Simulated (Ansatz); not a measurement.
# FeGe2 (I4/mcm) in Ansatz: notebook

Runs on FeGe2. Level: PBEsol. Tasks: single point.

All numbers are computed with Ansatz 0.2.0; they aren't measurements. Logs are shortened: lines on timing, memory, paths and dates and some standing lists are left out, and cuts for length are marked.

### 1 The structure

Symmetry: I4/mcm, No. 140, tetragonal system. The conventional cell has a = 5.919 Å, b = 5.919 Å, c = 4.903 Å, α = 90.00°, β = 90.00°, γ = 90.00°. Around Ge (site symmetry m2m) lie 4 Fe at 2.55 Å and 3 Ge at 2.59 to 2.92 Å. Around Fe (site symmetry 422) lie 2 Fe at 2.45 Å and 8 Ge at 2.55 Å.

The cell is a database's computed one.

### 2 Single point, PBEsol

The input, input.yaml:

```yaml
crystal:
  lattice:
    - [-2.9595565636, 2.9595565636, 2.45140301]
    - [2.9595565636, -2.9595565636, 2.45140301]
    - [2.9595565636, 2.9595565636, -2.45140301]
  atoms:
    - { symbol: Ge, position: [0.84510739, 0.34510739, 0.19021478] }
    - { symbol: Ge, position: [0.65489261, 0.84510739, 0.5] }
    - { symbol: Ge, position: [0.34510739, 0.15489261, 0.5] }
    - { symbol: Ge, position: [0.15489261, 0.65489261, 0.80978522] }
    - { symbol: Fe, position: [0.25, 0.25, 0.0] }
    - { symbol: Fe, position: [0.75, 0.75, 0.0] }
hamiltonian:
  xc: pbesol
  pseudopotentials: { kind: paw }
kpoints:
  mp_grid: { grid: [7, 7, 7] }
scf:
  occupations: { method: fermi_dirac, width: 0.05 }
output:
  forces: true
  stress: true
  eigenvalues: true
```

Potentials or basis: Ansatz PAW.

The run is started by

```console
ansatz run input.yaml --threads 2 --pin off --max-ram 5632MiB --backend cpu --events-out ev --progress --plain --runs-dir out
```

Output:

```text
Warning: RAYON_NUM_THREADS=2 ignored (pool sized by the plan → 2); use --threads N
Engine: ansatz 0.2.0, aarch64-unknown-linux-gnu
Pseudopotentials: kind: paw
Pseudopotential: Ge, paw, valence charge 14, recommended cutoff 420 eV (normal), Ge.paw.azcp
Pseudopotential: Fe, paw, valence charge 16, recommended cutoff 420 eV (normal), Fe.paw.azcp
Functional definition: PBEsol
  exchange = pbesol_x
  correlation = pbesol_c
Crystal: 6 atoms, lattice volume = 85.887 Å³
Basis set: ecut = 420 eV, 1657 PW (Γ), exchange–correlation on 72×72×72 points (8 copies of the dense FFT grid, shifted against one another)
Bands: 53, of which v1, the nominal top of the filled ones, is band 44 counted from 1 (43 counted from 0)
Symmetry: 16 space group operations
Space group: I4/mcm (ITA 140), of the structure as read, at distance tolerance 4.4e-5 Å
k-points: 40 of 343
Non-local potential: Ge, projectors of the file, l = 0: 2, l = 1: 2, l = 2: 3, l = 3: 1
Non-local potential: Fe, projectors of the file, l = 0: 3, l = 1: 2, l = 2: 3, l = 3: 1
PAW form: soft (Blöchl's): semilocal exchange-correlation on the pseudo side does not see the compensation charge
PAW frozen core: Ge, regenerated for the run's functional, and the local potential with it (the file was generated under x = pbe(κ = 0.804, μ = 0.2195149727645171), c = pbe(β = 0.06672455060314922))
PAW frozen core: Fe, regenerated for the run's functional, and the local potential with it (the file was generated under x = pbe(κ = 0.804, μ = 0.2195149727645171), c = pbe(β = 0.06672455060314922))
PAW one-centre angular grid: Ge, 590 points (default); XC on 64 Gauss nodes
PAW one-centre angular grid: Fe, 590 points (default); XC on 64 Gauss nodes
Initial density: superposition of atomic densities (neutral atoms: chi_scale 0, normalization atom), corrected by the library's trained network
Initial wavefunctions: pseudopotential atomic-orbital guess
Functional: x = pbesol(κ = 0.804, μ = 0.12345679012345678), c = pbesol(β = 0.046)
SCF iter   1: F=—  HF=-25912.268303 eV  |F-HF|=—  |Δ(HF+E_count)|=         —  Δρ=1.35e-2  dr2=1.25e-1  ethr=1.77e-3  ⟨swp⟩=6.0  Hψ=6952  notcnv=0  defer=22
preconditioner: auto → Kerker (q_TF=auto, 2.739 Å⁻¹)  [metal: Δε(μ)=0.001 eV  Ē_g=18.286 eV  σ=0.050 eV  W_gap=0.00  n_scr=34 (ndim 8)  ℏωp=34.0 eV  f_vac=0.000  D(μ)=9.14/eV (n_scr^D=122)]
SCF iter   2: F=—  HF=-25912.259493 eV  |F-HF|=—  |Δ(HF+E_count)|=   8.81e-3  Δρ=5.65e-3  dr2=2.37e-2  ethr=1.42e-4  ⟨swp⟩=2.0  Hψ=2675  notcnv=0  defer=74
SCF iter   3: F=—  HF=-25912.258054 eV  |F-HF|=—  |Δ(HF+E_count)|=   1.44e-3  Δρ=9.49e-4  dr2=7.24e-4  ethr=2.69e-5  ⟨swp⟩=2.0  Hψ=2197  notcnv=0  defer=74
SCF iter   4: F=—  HF=-25912.257940 eV  |F-HF|=—  |Δ(HF+E_count)|=   1.14e-4  Δρ=2.90e-4  dr2=1.14e-4  ethr=8.22e-7  ⟨swp⟩=2.0  Hψ=2948  notcnv=0  defer=74
SCF iter   5: F=—  HF=-25912.257928 eV  |F-HF|=—  |Δ(HF+E_count)|=   1.22e-5  Δρ=1.19e-4  dr2=1.15e-5  ethr=1.29e-7  ⟨swp⟩=2.9  Hψ=3668  notcnv=0  defer=74
SCF iter   6: F=—  HF=-25912.257921 eV  |F-HF|=—  |Δ(HF+E_count)|=   7.27e-6  Δρ=2.42e-5  dr2=6.90e-7  ethr=1.30e-8  ⟨swp⟩=2.0  Hψ=2585  notcnv=0  defer=74
SCF iter   7: F=—  HF=-25912.257921 eV  |F-HF|=—  |Δ(HF+E_count)|=   8.78e-8  Δρ=1.48e-5  dr2=2.40e-7  ethr=1.14e-10  ⟨swp⟩=7.9  Hψ=9045  notcnv=0
SCF iter   8: F=-25912.257921 eV  HF=-25912.257921 eV  |F-HF|=3.61e-9  |Δ(HF+E_count)|=   2.24e-8  Δρ=4.12e-6  dr2=5.24e-9  ethr=1.14e-10  ⟨swp⟩=4.1  Hψ=6241  notcnv=0
SCF 1 converged in 8 iterations: F = -25912.257921 eV  dr2 = 5.24e-9
SCF converged after 8 iterations
Free energy (F): -25912.257921 eV
Harris-Foulkes:  -25912.257921 eV  (|F-HF|=3.61e-9)
Internal energy: -25912.186193 eV  (E = F + TS)
E sigma→0 (E₀):  -25912.222057 eV
Entropy (-TS):   -0.071728 eV (-11.955 meV/atom)
Fermi energy:    14.846992 eV
--- Per-component energies (eV) ---
  E_band       = -778.442077
  E_kinetic    = 1158.759204
  E_local      = -12712.042789  (includes V_loc(G=0)·N_el)
  E_nonlocal   = 2113.879964
  E_hartree    = 5535.397967
  E_xc         = -538.577352
  E_vxc        = -567.726167  (∫ρ·V_xc dr)
  E_paw        = -10582.811536  (= ΣΔE_a)
  E_vpaw       = -1842.109013  (= ΣTr[D̂ρ^β])
  E_aug_tail   = 0.002520  (compensation charges beyond the density's cutoff)
  E_ewald      = -10890.824319
  E_core_change = 4.030148  (= ΣΔE_core)
  E_smearing   = -0.071728  (= −TS)
  E_closure    = -0.000000  (closes the sum)
  Σ components = -25912.257921   (vs F -25912.257921, Δ=0.00e0)
--- Forces (eV/Å), atoms counted from 1 ---
  atom   1  Ge    -0.23645059    -0.23645059     0.00000000
  atom   2  Ge    -0.23645059     0.23645059     0.00000000
  atom   3  Ge     0.23645059    -0.23645059    -0.00000000
  atom   4  Ge     0.23645059     0.23645059     0.00000000
  atom   5  Fe    -0.00000000    -0.00000000     0.00000000
  atom   6  Fe    -0.00000000     0.00000000     0.00000000
  max |Σ_I F_I| component: 6.25e-17 eV/Å
--- Stress (GPa, compression-positive) ---
       -9.746423       0.000000       0.000000
        0.000000      -9.746423       0.000000
        0.000000       0.000000      -2.891812
  P = ⅓ Tr σ = -7.4616 GPa (-74.616 kbar)
--- Band table (eV; the first three rows and the last of 40) ---
  k-point 0: bands = ["-71.5298", "-71.4921", "-37.9998", "-37.7105", "-37.7105", "-37.6900", "-37.6769", "-37.6769", "-9.7745", "-9.7605", "-9.7529", "-9.7330", "-9.7243", "-9.7243", "-9.7183", "-9.7183", "-9.6918", "-9.6756", "-9.6663", "-9.6641", "-9.6641", "-9.6452", "-9.6441", "-9.6441", "-9.6424", "-9.6048", "-9.6044", "-9.6044", "1.4167", "7.5533", "8.6390", "8.6390", "10.8459", "10.8459", "11.0012", "11.1980", "11.7687", "12.5439", "12.5439", "12.6892", "12.9971", "13.1377", "14.1304", "14.2093", "14.8962", "14.8962", "15.7171", "15.7171", "15.7561", "16.0184", "19.6800", "20.2822", "20.2822"]
  k-point 1: bands = ["-71.5298", "-71.4921", "-37.9998", "-37.7107", "-37.7105", "-37.6900", "-37.6769", "-37.6769", "-9.7788", "-9.7650", "-9.7628", "-9.7301", "-9.7222", "-9.7214", "-9.7186", "-9.7112", "-9.6863", "-9.6732", "-9.6725", "-9.6690", "-9.6545", "-9.6478", "-9.6462", "-9.6423", "-9.6408", "-9.6146", "-9.6034", "-9.5958", "1.5879", "7.0537", "8.1766", "8.6886", "10.3290", "10.9124", "11.3431", "11.5367", "12.0237", "12.0663", "12.7030", "12.7918", "12.9497", "13.3211", "14.1430", "14.8513", "14.8745", "14.9483", "15.6289", "16.0970", "16.2118", "16.2914", "18.8206", "19.3513", "19.8217"]
  k-point 2: bands = ["-71.5298", "-71.4921", "-37.9998", "-37.7110", "-37.7104", "-37.6900", "-37.6769", "-37.6767", "-9.7895", "-9.7778", "-9.7673", "-9.7231", "-9.7211", "-9.7180", "-9.7156", "-9.7022", "-9.6850", "-9.6794", "-9.6781", "-9.6614", "-9.6539", "-9.6501", "-9.6418", "-9.6380", "-9.6379", "-9.6212", "-9.6004", "-9.5927", "2.0901", "5.7354", "7.7117", "8.8101", "10.5213", "10.8360", "11.0806", "11.3616", "12.1806", "12.3050", "12.5610", "12.7842", "13.3761", "13.4263", "14.1367", "14.8298", "14.8947", "15.8597", "15.9860", "16.6518", "17.1063", "17.2702", "18.3313", "18.9398", "20.3507"]
  k-point 39: bands = ["-71.5298", "-71.4922", "-38.0000", "-37.7112", "-37.7112", "-37.6900", "-37.6766", "-37.6766", "-9.7984", "-9.7967", "-9.7929", "-9.7493", "-9.7061", "-9.7035", "-9.6943", "-9.6938", "-9.6856", "-9.6805", "-9.6794", "-9.6475", "-9.6453", "-9.6414", "-9.6391", "-9.6379", "-9.6299", "-9.6257", "-9.6012", "-9.6005", "4.2235", "5.3869", "5.7736", "6.8472", "8.5702", "8.6731", "11.2831", "11.4711", "12.6573", "12.6709", "13.2799", "13.9912", "14.0571", "14.8017", "14.8020", "15.1128", "15.6846", "15.8189", "17.0593", "17.7098", "18.4928", "18.7995", "19.1771", "20.0880", "20.5486"]
```

Run time: 6.7 s. Hardware: 2 threads of Arm Neoverse V2, shared host; peak memory 0.46 GiB.

What came out:

```
Free energy            : -25912.2579 eV
Pressure               : -7.5 GPa
Largest force          : 0.334 eV/Å
Band gap on the k mesh : none (metal or under the smearing width)
```

Forces in eV/Å, atoms in the order of the input:
```
Ge  -0.236 -0.236  0.000
Ge  -0.236  0.236  0.000
Ge   0.236 -0.236  0.000
Ge   0.236  0.236  0.000
Fe   0.000  0.000  0.000
Fe   0.000  0.000  0.000
```

Stress tensor (GPa, compression positive):
```
-9.75  0.00  0.00
 0.00 -9.75  0.00
 0.00  0.00 -2.89
```

Caveat: the PAW data sets come from PBE, with cores solved anew for the run's functional, which leaves a small shift of forces and pressure.

### 3 Single point, PBEsol, collinear spin, ferromagnetic start

Edit input.yaml of step 2 so:

```diff
@@ -10,4 +10,4 @@
     - { symbol: Ge, position: [0.15489261, 0.65489261, 0.80978522] }
-    - { symbol: Fe, position: [0.25, 0.25, 0.0] }
-    - { symbol: Fe, position: [0.75, 0.75, 0.0] }
+    - { symbol: Fe, position: [0.25, 0.25, 0.0], spin: 3.0 }
+    - { symbol: Fe, position: [0.75, 0.75, 0.0], spin: 3.0 }
 hamiltonian:
@@ -15,2 +15,4 @@
   pseudopotentials: { kind: paw }
+magnetization:
+  spin_polarized: true
 kpoints:
```

Potentials or basis: Ansatz PAW.

The run is started by

```console
ansatz run input.yaml --threads 2 --pin off --max-ram 5632MiB --backend cpu --events-out ev --progress --plain --runs-dir out
```

Wall time 23 s (2 threads of Arm Neoverse V2, shared host); peak memory 0.59 GiB.

The run converged. Its results:

- Free energy: -25912.5723 eV
- Pressure: -5.4 GPa
- Largest force: 0.153 eV/Å
- Band gap on the k mesh: none (metal or under the smearing width)
- Net moment: 2.39 μB per cell
- Absolute moment: 2.98 μB per cell
- Site moments: Ge -0.04; Fe +1.32 μB

Forces in eV/Å, atoms in the order of the input:
```
Ge  -0.108 -0.108  0.000
Ge  -0.108  0.108  0.000
Ge   0.108 -0.108  0.000
Ge   0.108  0.108  0.000
Fe   0.000  0.000  0.000
Fe   0.000  0.000  0.000
```

Stress tensor (GPa, compression positive):
```
-6.13  0.00  0.00
 0.00 -6.13  0.00
 0.00  0.00 -4.07
```

Levels at points of the mesh, in eV from the Fermi level:
Spin up:
```
           k point  band 41  band 42  band 43  band 44  band 45  band 46  band 47  band 48  band 49  band 50
(0.00, 0.00, 0.00)    -2.25    -1.92    -1.49    -1.25    -1.07    -1.07     0.14     0.14     0.39     0.49
```
Spin down:
```tsv
k point	band 41	band 42	band 43	band 44	band 45	band 46
(0.00, 0.00, 0.00)	-1.88	-1.79	-0.50	-0.40	0.65	0.65
```

Caveat: the PAW data sets come from PBE, with cores solved anew for the run's functional, which leaves a small shift of forces and pressure.

### 4 Single point, PBEsol, collinear spin, antiferromagnetic start

Edit input.yaml of step 3 so:

```diff
@@ -11,3 +11,3 @@
     - { symbol: Fe, position: [0.25, 0.25, 0.0], spin: 3.0 }
-    - { symbol: Fe, position: [0.75, 0.75, 0.0], spin: 3.0 }
+    - { symbol: Fe, position: [0.75, 0.75, 0.0], spin: -3.0 }
 hamiltonian:
@@ -25 +25,5 @@
   eigenvalues: true
+  write_density: true
+  write_potential: true
+  elf: true
+  volumetric_format: npy
```

The run is started by

```console
ansatz run input.yaml --threads 2 --pin off --max-ram 5632MiB --backend cpu --events-out ev --progress --plain --runs-dir out
```

Run time: 63 s. Hardware: 2 threads of Arm Neoverse V2, shared host; peak memory 0.58 GiB.

Results (log left out):

```
Free energy            : -25912.5723 eV
Pressure               : -5.4 GPa
Largest force          : 0.153 eV/Å
Band gap on the k mesh : none (metal or under the smearing width)
Net moment             : -2.39 μB per cell
Absolute moment        : 2.98 μB per cell
Site moments           : Ge +0.04; Fe -1.32 μB
```

Forces on the atoms (eV/Å):
```
Ge  -0.108 -0.108  0.000
Ge  -0.108  0.108  0.000
Ge   0.108 -0.108  0.000
Ge   0.108  0.108  0.000
Fe   0.000  0.000  0.000
Fe   0.000  0.000  0.000
```

Stress tensor (GPa, compression positive):
```
-6.13  0.00  0.00
 0.00 -6.13  0.00
 0.00  0.00 -4.07
```

Levels at points of the mesh, in eV from the Fermi level:
Spin up:
```csv
k point,band 41,band 42,band 43,band 44,band 45,band 46
"(0.00, 0.00, 0.00)",-1.88,-1.79,-0.50,-0.40,0.65,0.65
```
Spin down:
```csv
k point,band 43,band 44,band 45,band 46,band 47,band 48
"(0.00, 0.00, 0.00)",-1.49,-1.25,-1.07,-1.07,0.14,0.14
```

Caveat: the PAW data sets come from PBE, with cores solved anew for the run's functional, which leaves a small shift of forces and pressure; the starting moments weren't kept.

### 5 Single point, PBEsol, collinear spin, ferrimagnetic start

Edit input.yaml of step 4 so:

```diff
@@ -11,3 +11,3 @@
     - { symbol: Fe, position: [0.25, 0.25, 0.0], spin: 3.0 }
-    - { symbol: Fe, position: [0.75, 0.75, 0.0], spin: -3.0 }
+    - { symbol: Fe, position: [0.75, 0.75, 0.0], spin: -1.5 }
 hamiltonian:
```

The run is started by

```console
ansatz run input.yaml --threads 2 --pin off --max-ram 5632MiB --backend cpu --events-out ev --progress --plain --runs-dir out
```

Wall time 53 s (2 threads of Arm Neoverse V2, shared host); peak memory 0.58 GiB.

The run converged. Its results:

```
Free energy            : -25912.5723 eV
Pressure               : -5.4 GPa
Largest force          : 0.153 eV/Å
Band gap on the k mesh : none (metal or under the smearing width)
Net moment             : 2.39 μB per cell
Absolute moment        : 2.98 μB per cell
Site moments           : Ge -0.04; Fe +1.32 μB
```

Forces in eV/Å, atoms in the order of the input:
```
Ge  -0.108 -0.108  0.000
Ge  -0.108  0.108  0.000
Ge   0.108 -0.108  0.000
Ge   0.108  0.108  0.000
Fe   0.000  0.000  0.000
Fe   0.000  0.000  0.000
```

Stress tensor (GPa, compression positive):
```
-6.13  0.00  0.00
 0.00 -6.13  0.00
 0.00  0.00 -4.07
```

Levels at points of the mesh, in eV from the Fermi level:
Spin up:
```csv
k point,band 41,band 42,band 43,band 44,band 45,band 46,band 47,band 48,band 49,band 50
"(0.00, 0.00, 0.00)",-2.25,-1.92,-1.49,-1.25,-1.07,-1.07,0.14,0.14,0.39,0.49
```
Spin down:
```tsv
k point	band 40	band 41	band 42	band 43	band 44	band 45	band 46	band 47
(0.00, 0.00, 0.00)	-2.03	-1.88	-1.79	-0.50	-0.40	0.65	0.65	1.09
```

Caveat: the PAW data sets come from PBE, with cores solved anew for the run's functional, which leaves a small shift of forces and pressure; the starting moments weren't kept.

### 6 The runs side by side

```tsv
spin	gap on the mesh (eV)	pressure (GPa)	moment (μB)	largest force (eV/Å)
off	none	-7.5	-	0.33
collinear, ferromagnetic start	none	-5.4	2.39	0.15
collinear, antiferromagnetic start	none	-5.4	2.39	0.15
collinear, ferrimagnetic start	none	-5.4	2.39	0.15
```

Alike in all rows: task single point; level PBEsol; potentials or basis Ansatz PAW; cell as given; k mesh 7 × 7 × 7; cutoff (eV) 420; smearing fermi-dirac 0.05 eV.

Every run on the cell as given and a fine mesh finds a metal.

Caveats: the PAW data sets come from PBE, with cores solved anew for the run's functional, which leaves a small shift of forces and pressure; the starting moments weren't kept (some runs).

Total energies depend on the potentials used, so only differences within one code and one set of settings carry meaning.
